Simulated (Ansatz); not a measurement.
# HfO2: the cost of one run

Computed with Ansatz 0.2.0 (DFT PBE, scalar-relativistic, plane waves, PAW, unless a step's input says otherwise).

3 further runs of the same task are left out: 3 set aside as unsound or not needed.

**1. The starting structure**

Symmetry: P4_2/nmc, No. 137, tetragonal system. The conventional cell has a = 3.604 Å, b = 3.604 Å, c = 5.264 Å, α = 90.00°, β = 90.00°, γ = 90.00°. Hf (site symmetry -4m2) has 4 O at 2.07 Å as nearest neighbours. O (site symmetry 2mm) has 2 Hf at 2.07 Å as nearest neighbours.

Structure file:

```
Hf O
1.0
     3.60430    0.00000    0.00000
     0.00000    3.60430    0.00000
     0.00000    0.00000    5.26397
Hf O
2 4
Cartesian
  1.8022 1.8022 2.6320
  0.0000 0.0000 0.0000
  0.0000 1.8022 3.6493
  1.8022 0.0000 4.2467
  1.8022 0.0000 1.6147
  0.0000 1.8022 1.0173
```

It goes back to an entry of the Materials Project, which need not be the stable form.

This cell was relaxed beforehand with the same method: volume 11.40 Å³/atom, gap on the mesh 4.67 eV.

**2. Tight relaxation for the response runs**

Response functions are second derivatives at a minimum, so forces and stress are first brought close to zero on the mesh and occupations that the response runs use.

input.yaml

```yaml
crystal:
  lattice:
    - [3.6043048036, 0.0, 0.0]
    - [0.0, 3.6043048036, 0.0]
    - [0.0, 0.0, 5.2639671572]
  atoms:
    - { symbol: Hf, position: [0.5, 0.5, 0.5] }
    - { symbol: Hf, position: [0.0, 0.0, 0.0] }
    - { symbol: O, position: [0.0, 0.5, 0.6932521111] }
    - { symbol: O, position: [0.5, 0.0, 0.8067478889] }
    - { symbol: O, position: [0.5, 0.0, 0.3067478889] }
    - { symbol: O, position: [0.0, 0.5, 0.1932521111] }
basis:
  ecutwfc: 420
kpoints:
  mp_grid: { grid: [6, 6, 4] }
hamiltonian:
  xc: pbe
scf:
  occupations: { method: fixed }
output:
  forces: true
  stress: true
  eigenvalues: true
relax:
  adjacent_minimum: "off"
  f_tol: 0.001
  max_steps: 60
  cell: { stress_tol: 0.01 }
```

The run is started by

```sh
> ansatz run input.yaml --threads 1 --pin off --max-ram 3072MiB --backend cpu --events-out ev --progress --plain --runs-dir out
```

What time and memory should one allow on 1 thread of AMD EPYC 7R43 (Zen 3), shared host?

About 23 s, with a peak of 0.43 GiB.
